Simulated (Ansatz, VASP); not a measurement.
# Be in VASP and in Ansatz

```
Be
1.0
    -1.24893    1.24893    1.24893
     1.24893   -1.24893    1.24893
     1.24893    1.24893   -1.24893
Be
1
Cartesian
  0.0000 0.0000 0.0000
```

Change from the starting cell: volume scaled by 0.99.

Alike in both runs: task single point; functional PBEsol; k mesh 23 × 23 × 23; occupations fermi-dirac, width 0.03 eV; no spin polarisation.

|  | VASP | Ansatz |
| --- | --- | --- |
| version | VASP 6.6.1 | Ansatz 0.2.0 |
| potentials or method | VASP PAW PBE potentials, release 64 (Be), cutoff 520 eV | all-electron LAPW, scalar-relativistic |

```csv
,VASP,Ansatz,Ansatz less VASP
pressure (GPa),-0.4,-0.9,-0.47
```

Ansatz ran all-electron here, so the differences hold the error of VASP's frozen core and of both bases.

Caveats: the PAW data sets were made with another functional, which shifts forces and pressure a little (VASP).
